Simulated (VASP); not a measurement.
## A VASP 6.6.1 single-point calculation on SiO₂

INCAR

```
ENCUT = 520
ISIF = 2
PREC = Accurate
GGA = PS
EDIFF = 1E-7
LWAVE = .FALSE.
LREAL = .FALSE.
IBRION = -1
LCHARG = .FALSE.
NELM = 85
ISMEAR = 0
NSW = 0
LASPH = .FALSE.
SIGMA = 0.01
NBANDS = 25
```

KPOINTS

```
KPOINTS created by Atomic Simulation Environment
0
Gamma
6 6 10
0 0 0
```

POSCAR

```
Si O
 1.0000000000000000
     4.1851888035665503    0.0000000000000000   -0.0000000000000000
    -0.0000000000000000    4.1851888035665503   -0.0000000000000000
    -0.0000000000000000   -0.0000000000000000    2.6688398892931899
 Si  O
   2   4
Cartesian
  0.0000000000000000  0.0000000000000000  0.0000000000000000
  2.0925944017832747  2.0925944017832747  1.3344199446465950
  1.2810905169717908  1.2810905169717908 -0.0000000000000000
  0.8115038848114841  3.3736849187550662  1.3344199446465950
  3.3736849187550662  0.8115038848114841  1.3344199446465950
  2.9040982865947589  2.9040982865947589 -0.0000000000000000
```

The recommended PBE PAW datasets give the neutral cell 32 valence electrons.

Command

```
mpirun -np 1 vasp_std
```

Q: Predict the outcome of this run.

A: It converged. Results: gap between bands v and c on the k mesh 5.50 eV; least direct gap on the k mesh 5.50 eV; pressure 3.4 GPa; largest force 0.09 eV/Å. Band v is the last that the valence electrons fill when counted band by band, and c is the next.

OSZICAR

```
N       E                     dE             d eps       ncg     rms          rms(c)
DAV:   1     0.134680651327E+03    0.13468E+03   -0.17697E+04  3016   0.124E+03
DAV:   2    -0.460981026011E+02   -0.18078E+03   -0.17314E+03  3834   0.278E+02
DAV:   3    -0.531460715472E+02   -0.70480E+01   -0.70147E+01  3971   0.521E+01
DAV:   4    -0.531912029903E+02   -0.45131E-01   -0.45115E-01  3538   0.485E+00
DAV:   5    -0.531915497574E+02   -0.34677E-03   -0.34670E-03  4048   0.406E-01    0.171E+01
DAV:   6    -0.489998550168E+02    0.41917E+01   -0.11572E+01  3819   0.227E+01    0.816E+00
DAV:   7    -0.489839387322E+02    0.15916E-01   -0.63493E-01  3774   0.464E+00    0.298E+00
DAV:   8    -0.489746504673E+02    0.92883E-02   -0.23979E-02  3782   0.134E+00    0.995E-01
DAV:   9    -0.489746113539E+02    0.39113E-04   -0.55109E-03  3930   0.620E-01    0.252E-01
DAV:  10    -0.489747010440E+02   -0.89690E-04   -0.25338E-04  3691   0.118E-01    0.449E-02
DAV:  11    -0.489746951232E+02    0.59208E-05   -0.38492E-05  3933   0.447E-02    0.956E-03
DAV:  12    -0.489746950968E+02    0.26356E-07   -0.26146E-06  3630   0.120E-02    0.236E-03
DAV:  13    -0.489746951936E+02   -0.96803E-07   -0.23154E-07  3541   0.339E-03
   1 F= -.48974695E+02 E0= -.48974695E+02  d E =-.254329E-13
```

Standard output (part)

```
POSCAR found type information on POSCAR SiO
 POSCAR found :  2 types and       6 ions
 LDA part: xc-table for (Slater+PW92), standard interpolation
 POSCAR, INCAR and KPOINTS ok, starting setup
 WAVECAR not read
 entering main loop
```

For comparison, a separate PBEsol run of the intended cell, on usual settings and not on those above, gives a gap of 5.51 eV on its mesh and a pressure of 3.4 GPa.
